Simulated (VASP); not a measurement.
# Rh (Immm) in VASP: single point with LDA

Aim: the single point of Rh with LDA.

Program: VASP 6.6.1. These are calculated values, not measurements. Logs are shortened: lines on timing, memory, paths and dates and some standing lists are left out, and cuts for length are marked.

## (1) The cell of the first run

The structure is orthorhombic, space group Immm (No. 71). The conventional cell has a = 2.451 Å, b = 2.716 Å, c = 3.754 Å, α = 90.00°, β = 90.00°, γ = 90.00°. Rh (site symmetry mmm) has 12 Rh at 2.45 to 2.72 Å as nearest neighbours.

## (2) Single point, LDA (engineering shear strain xy -0.1000, equal normal strain along x and y -0.0267)

File INCAR:

```
SYSTEM = Rh
ALGO     = Fast           ! electronic algorithm
EDIFF    = 1E-6           ! SCF threshold, eV
ENCUT    = 520            ! plane-wave cutoff, eV
ISIF     = 2              ! what is computed and relaxed
ISMEAR   = 0              ! smearing method
LASPH    = .TRUE.         ! aspherical terms in the spheres
LCHARG   = .FALSE.        ! write CHGCAR
LREAL    = .FALSE.        ! projectors in reciprocal space
LWAVE    = .FALSE.        ! write WAVECAR
NBANDS   = 14             ! bands
NELM     = 100            ! most SCF steps
PREC     = Accurate       ! precision mode
SIGMA    = 0.15           ! smearing width, eV
```

File KPOINTS:

```
k-points
0
G
  20 20 20
  0 0 0
```

File POSCAR:

```
Rh
1.0
   -0.0938517631      1.8269184202      1.8770352617
    1.8269184202     -0.0938517631      1.8770352617
    1.7330666571      1.7330666571      0.0000000000
Rh
1
Direct
    0.0000000000      0.0000000000      0.0000000000
```

Potentials or basis: VASP PAW LDA potentials, release 64 (Rh_pv).

The run is started by

```
$ cat potpaw_LDA.64/Rh_pv/POTCAR > POTCAR
$ mpirun -np 1 vasp_std > vasp.out
```

OUTCAR:

```text
SYSTEM = Rh
   EDIFF = 1E-6
   ENCUT = 520
   ISIF = 2
   ISMEAR = 0
   LASPH = .TRUE.
   LREAL = .FALSE.
   NELM = 100
   PREC = Accurate

 ion  position               nearest neighbor table
   1  0.000  0.000  0.000-

  LATTYP: Found a body centered orthorhombic cell.
 ALAT       =     2.4509263710
 B/A-ratio  =     1.1083071591
 C/A-ratio  =     1.5316945331

  Lattice vectors:

 A1 = (   0.0938517631,  -1.8269184202,  -1.8770352617)
 A2 = (  -0.0938517631,   1.8269184202,  -1.8770352617)
 A3 = (   1.8269184202,  -0.0938517631,   1.8770352617)

Analysis of symmetry for initial positions (statically):
=====================================================================
 Subroutine PRICEL returns:
 Original cell was already a primitive cell.

 Routine SETGRP: Setting up the symmetry group for a
 body centered orthorhombic supercell.

 Subroutine GETGRP returns: Found  8 space group operations
 (whereof  8 operations were pure point group operations)
 out of a pool of  8 trial point group operations.

The static configuration has the point symmetry D_2h.

Analysis of symmetry for dynamics (positions and initial velocities):
=====================================================================
 Subroutine PRICEL returns:
 Original cell was already a primitive cell.

 Routine SETGRP: Setting up the symmetry group for a
 body centered orthorhombic supercell.

 Subroutine GETGRP returns: Found  8 space group operations
 (whereof  8 operations were pure point group operations)
 out of a pool of  8 trial point group operations.

The dynamic configuration has the point symmetry D_2h.

 Subroutine INISYM returns: Found  8 space group operations
 (whereof  8 operations are pure point group operations),
 and found     1 'primitive' translations

----------------------------------------------------------------------------------------

                                     Primitive cell

  volume of cell :      12.4966

  direct lattice vectors                    reciprocal lattice vectors
    -0.093851763  1.826918420  1.877035262    -0.260312246  0.260312246  0.266377521
     1.826918420 -0.093851763  1.877035262     0.260312246 -0.260312246  0.266377521
     1.733066657  1.733066657  0.000000000     0.288505926  0.288505926 -0.266377521

  length of vectors
     2.621011339  2.621011339  2.450926371     0.454402811  0.454402811  0.487266172

  position of ions in fractional coordinates (direct lattice)
     0.000000000  0.000000000  0.000000000

  ion indices of the primitive-cell ions
   primitive index   ion index
                 1           1

----------------------------------------------------------------------------------------

 KPOINTS: k-points

Automatic generation of k-mesh.
 Grid dimensions read from file:
 generate k-points for:   20   20   20

 Generating k-lattice:

  Cartesian coordinates                     Fractional coordinates (reciprocal lattice)
    -0.013015612  0.013015612  0.013318876     0.050000000  0.000000000  0.000000000
     0.013015612 -0.013015612  0.013318876     0.000000000  0.050000000  0.000000000
     0.014425296  0.014425296 -0.013318876     0.000000000  0.000000000  0.050000000

  Length of vectors
     0.022720141  0.022720141  0.024363309

  Shift w.r.t. Gamma in fractional coordinates (k-lattice)
     0.000000000  0.000000000  0.000000000

 Subroutine IBZKPT returns following result:
 ===========================================

 Found   1166 irreducible k-points:

 Following reciprocal coordinates:
            Coordinates               Weight
  0.000000  0.000000  0.000000      1.000000
  0.050000  0.000000  0.000000      4.000000
  0.100000 -0.000000  0.000000      4.000000
  0.150000  0.000000  0.000000      4.000000
  0.200000 -0.000000  0.000000      4.000000
  0.250000  0.000000  0.000000      4.000000
[... 16 lines left out ...]
 -0.400000  0.050000  0.000000      4.000000
 -0.350000  0.050000  0.000000      4.000000
 [... further k-points ...]
   k-points           NKPTS =   1166   k-points in BZ     NKDIM =   1166   number of bands    NBANDS=     14
   number of dos      NEDOS =    301   number of ions     NIONS =      1
   total plane-waves  NPLWV =   7200
   dimension x,y,z NGX =    20 NGY =   20 NGZ =   18
   dimension x,y,z NGXF=    40 NGYF=   40 NGZF=   36
   ions per type =               1
   NGX,Y,Z   is equivalent  to a cutoff of  12.69, 12.69, 12.21 a.u.
   NGXF,Y,Z  is equivalent  to a cutoff of  25.37, 25.37, 24.42 a.u.
 SYSTEM =  Rh
   PREC   = accura    normal or accurate (medium, high low for compatibility)
   ISTART =      0    job   : 0-new  1-cont  2-samecut
   ICHARG =      2    charge: 1-file 2-atom 10-const
   ISPIN  =      1    spin polarized calculation?
   LNONCOLLINEAR =      F non collinear calculations
   LSORBIT =      F    spin-orbit coupling
   LASPH  =      T    aspherical Exc in radial PAW
   ENCUT  =  520.0 eV  38.22 Ry    6.18 a.u.   4.87  4.87  4.56*2*pi/ulx,y,z
   NELM   =    100;   NELMIN=  2; NELMDL= -5     # of ELM steps
   EDIFF  = 0.1E-05   stopping-criterion for ELM
   LREAL  =      F    real-space projection
   EDIFFG = 0.1E-04   stopping-criterion for IOM
   NSW    =      0    number of steps for IOM
   IBRION =     -1    ionic relax: 0-MD 1-quasi-New 2-CG
   NFREE  =      0    steps in history (QN), initial steepest desc. (CG)
   ISIF   =      2    stress and relaxation
   ISYM   =      2    0-nonsym 1-usesym 2-fastsym
   POTIM  = 0.5000    time-step for ionic-motion
   TEBEG  =    0.0;   TEEND  =   0.0 temperature during run
   PSTRESS=    0.0 pullay stress
   NELECT =      15.0000    total number of electrons
   NUPDOWN=      -1.0000    fix difference up-down
   EMIN   =  10.00;   EMAX   =-10.00  energy-range for DOS
   EFERMI =   0.00;   METHOD = LEGACY
   ISMEAR =     0;   SIGMA  =   0.15  broadening in eV -4-tet -1-fermi 0-gaus
   EFERMI_NEDOS =   21; number of points for ismear=-14 and -15
   IALGO  =     68    algorithm
   IMIX   =      4    mixing-type and parameters
     AMIX     =   0.40;   BMIX     =  1.00
     AMIX_MAG =   1.60;   BMIX_MAG =  1.00
  volume/ion in A,a.u.               =      12.50        84.33
  Fermi-wavevector in a.u.,A,eV,Ry     =   1.739833  3.287808 41.185090  3.027019
  Thomas-Fermi vector in A             =   2.812598
   LORBIT       =      0    0 simple, 1 ext, 2 COOP (PROOUT), +10 PAW based schemes
   GGA     = CA    functional components
   LHFCALC =     F    Hartree Fock is set to
   AEXX    =    0.0000 exact exchange contribution
   IVDW    =     0    specifies the selected vdW correction
   LEPSILON=     F    determine dielectric tensor
   LRPA    =     F    only Hartree local field effects (RPA)
 non-spin polarized calculation
 RMM-DIIS sequential band-by-band and
 Gauss-broadening in eV      SIGMA  =   0.15
  energy-cutoff  :      520.00
  volume of cell :       12.50
 maximum number of plane-waves:       352
   NGX =  9   NGY =  9   NGZ =  9

 number of electron      15.0000002 magnetization

 Free energy of the ion-electron system (eV)
  ---------------------------------------------------
  ext. energy  EPLUGINS =         0.00000000
  ---------------------------------------------------
  free energy    TOTEN  =        -8.51026833 eV

  energy without entropy =       -8.49735232  energy(sigma->0) =       -8.50381032

 E-fermi :  13.5524     XC(G=0): -14.9577

 val. band max:       13.5497366230   @ k =   0.1000   0.0500   0.4500
 cond. band min:      13.5527522853   @ k =   0.5000   0.3500   0.0000
 fundamental gap:      0.0030156623
 Fermi energy:        13.5523924245

 k-point     1 :       0.0000    0.0000    0.0000
  band No.  band energies     occupation
      1     -32.7747      2.00000
      2     -32.7591      2.00000
      3     -32.6780      2.00000
      4       4.8391      2.00000
      5       9.3961      2.00000
      6       9.4191      2.00000
      7      10.8830      2.00000
      8      12.3950      2.00000
      9      12.7564      2.00000
     10      29.2908      0.00000
     11      33.6997      0.00000
     12      34.0768      0.00000
     13      34.8969      0.00000
     14      37.5821      0.00000

 k-point     2 :       0.0500    0.0000    0.0000
  band No.  band energies     occupation
      1     -32.7940      2.00000
      2     -32.7655      2.00000
      3     -32.6809      2.00000
      4       4.9420      2.00000
      5       9.3724      2.00000
      6       9.4317      2.00000
      7      10.9214      2.00000
      8      12.3805      2.00000
      9      12.7428      2.00000
     10      29.4352      0.00000
     11      33.6936      0.00000
     12      33.7681      0.00000
     13      34.9360      0.00000
     14      37.7292      0.00000

 k-point     3 :       0.1000   -0.0000    0.0000
  band No.  band energies     occupation
      1     -32.8609      2.00000
      2     -32.7730      2.00000
      3     -32.6892      2.00000
      4       5.2378      2.00000
      5       9.2886      2.00000
      6       9.4890      2.00000
      7      11.0239      2.00000
      8      12.3531      2.00000
      9      12.7160      2.00000
     10      29.8265      0.00000
     11      32.7976      0.00000
     12      33.7011      0.00000
     13      35.3533      0.00000
     14      38.1619      0.00000

 k-point     4 :       0.1500    0.0000    0.0000
  band No.  band energies     occupation
      1     -32.9662      2.00000
      2     -32.7825      2.00000
      3     -32.7021      2.00000
      4       5.6812      2.00000
      5       9.2069      2.00000
      6       9.5555      2.00000
      7      11.1493      2.00000
      8      12.3556      2.00000
      9      12.7201      2.00000
     10      30.2801      0.00000
     11      31.6202      0.00000
     12      33.7007      0.00000
     13      36.1303      0.00000
     14      38.8540      0.00000

 k-point     5 :       0.2000   -0.0000    0.0000
  band No.  band energies     occupation
      1     -33.0978      2.00000
      2     -32.7942      2.00000
      3     -32.7184      2.00000
      4       6.1726      2.00000
      5       9.2304      2.00000
      6       9.6004      2.00000
      7      11.2315      2.00000
      8      12.4401      2.00000
      9      12.8223      2.00000
     10      29.8372      0.00000
     11      31.1732      0.00000
[... 276 lines left out ...]
 k-point    22 :      -0.4500    0.0500    0.0000
  band No.  band energies     occupation
      1     -33.6759      2.00000
      2     -32.8687      2.00000
      3     -32.7941      2.00000
      4       6.6275      2.00000
      5       9.0897      2.00000
      6      10.9285      2.00000
      7      12.7266      2.00000
      8      14.3402      0.00000
      9      14.6800      0.00000
     10      22.6040      0.00000
     11      29.4883      0.00000
     12      33.7004      0.00000
     13      34.9334      0.00000
     14      37.7393      0.00000

 k-point    23 :      -0.4000    0.0500    0.0000
  band No.  band energies     occupation
      1     -33.6215      2.00000
      2     -32.8688      2.00000
      3     -32.7846      2.00000
      4       6.6798      2.00000
      5       9.1439      2.00000
      6      10.9742      2.00000
      7      12.2842      2.00000
      8      14.0794      0.00000
      9      14.2500      0.00000
     10      23.5694      0.00000
     11      29.7425      0.00000
     12      33.7005      0.00000
     13      35.2450      0.00000
     14      38.5068      0.00000

 k-point    24 :      -0.3500    0.0500    0.0000
  band No.  band energies     occupation
      1     -33.5302      2.00000
      2     -32.8645      2.00000
      3     -32.7708      2.00000
      4       6.7526      2.00000
      5       9.2347      2.00000
      6      11.0584      2.00000
      7      11.4364      2.00000
      8      13.7126      0.13082
      9      13.8253      0.01010
     10      24.9653      0.00000
     11      30.1803      0.00000
     12      33.7005      0.00000
     13      35.9234      0.00000
     14      39.6820      0.00000

 [... further k-points ...]

------------------------ aborting loop because EDIFF is reached ----------------------------------------

  FORCE on cell =-STRESS in cart. coord.  units (eV):
  Direction    XX          YY          ZZ          XY          YZ          ZX
  --------------------------------------------------------------------------------------
  -------------------------------------------------------------------------------------
  Total        2.4527590      2.4527590      1.2128500      2.3900610     -0.0000000      0.0000000
  in kB      314.4650295    314.4650295    155.4979143    306.4266099     -0.0000000      0.0000000
  external PRESSURE =     261.4759911 kB  Pullay stress =       0.0000000 kB

 VOLUME and BASIS-vectors are now :
 -----------------------------------------------------------------------------
  energy-cutoff  :      520.00
  volume of cell :       12.50
      direct lattice vectors                 reciprocal lattice vectors
    -0.093851763  1.826918420  1.877035262    -0.260312246  0.260312246  0.266377521
     1.826918420 -0.093851763  1.877035262     0.260312246 -0.260312246  0.266377521
     1.733066657  1.733066657  0.000000000     0.288505926  0.288505926 -0.266377521

 POSITION                                       TOTAL-FORCE (eV/Angst)
 -----------------------------------------------------------------------------------
      0.00000      0.00000      0.00000         0.000000      0.000000     -0.000000
 -----------------------------------------------------------------------------------
    total drift:                                0.000000     -0.000000      0.000000

  FREE ENERGIE OF THE ION-ELECTRON SYSTEM (eV)
  ---------------------------------------------------
  free  energy   TOTEN  =        -8.5102683263 eV

  energy  without entropy=       -8.4973523205  energy(sigma->0) =       -8.50381032
```

Run time: 92 s. Hardware: 1 thread of Intel Xeon Platinum 8488C (Sapphire Rapids), shared host; peak memory 0.28 GiB.

Results:

| Property | Result |
| --- | --- |
| Free energy | -8.5103 eV |
| Pressure | 26.1 GPa |
| Band gap on the k mesh | none (metal or under the smearing width) |

Levels at points of the mesh, in eV from the Fermi level:
| k point | band 3 | band 4 | band 5 | band 6 | band 7 | band 8 | band 9 | band 10 | band 11 | band 12 |
| --- | --- | --- | --- | --- | --- | --- | --- | --- | --- | --- |
| (0.00, 0.00, 0.00) | -46.23 | -8.71 | -4.16 | -4.13 | -2.67 | -1.16 | -0.80 | 15.74 | 20.15 | 20.52 |
| (0.50, 0.00, 0.00) | -46.35 | -7.01 | -4.43 | -2.69 | 0.08 | 0.31 | 0.89 | 8.85 | 15.79 | 20.15 |
| (0.50, 0.50, 0.00) | -46.52 | -7.31 | -6.92 | 0.80 | 1.21 | 1.22 | 2.95 | 12.20 | 13.00 | 16.29 |
| (0.00, 0.00, 0.50) | -46.43 | -7.02 | -4.23 | -3.28 | 0.39 | 1.20 | 1.27 | 10.60 | 15.05 | 20.15 |
| (0.50, 0.00, 0.50) | -46.64 | -7.31 | -6.91 | 0.46 | 0.98 | 1.58 | 3.67 | 13.45 | 13.92 | 13.94 |

Caveat: so large a pressure means that the cell lies far from this level's equilibrium, or that cutoff or potentials fall short.
